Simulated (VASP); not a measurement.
A run of VASP 6.6.1 is set up as follows.

Contents of INCAR:

```
PREC = Accurate ; ENCUT = 520
EDIFF = 1E-6 ; ISMEAR = 0
SIGMA = 0.05 ; LREAL = F
LASPH = T ; NELM = 100
ALGO = Fast ; ISIF = 2
LWAVE = F ; LCHARG = F
GGA = PE ; NBANDS = 15
```

File KPOINTS:

```
Automatic mesh
0
Gamma
  6 6 6
```

File POSCAR:

```
KBr
1.0
    4.2791030442      1.0697757610      1.0697757610
    1.0697757610      4.2791030442      1.0697757610
    1.0697757610      1.0697757610      4.2791030442
K Br
1 1
Direct
    0.0000000000      0.0000000000      0.0000000000
    0.5000000000      0.5000000000      0.5000000000
```

Potentials or basis: VASP PAW PBE potentials, release 64 (K_sv, Br).

Command:

```console
$ cat potpaw_PBE.64/K_sv/POTCAR potpaw_PBE.64/Br/POTCAR > POTCAR
$ mpirun -np 1 vasp_std > vasp.out
```

Predict the band gap on the k mesh.

4.67 eV, direct.

What does it give for the pressure?

2.5 GPa.

PBE gaps usually lie below the measured ones, often by a third to a half.
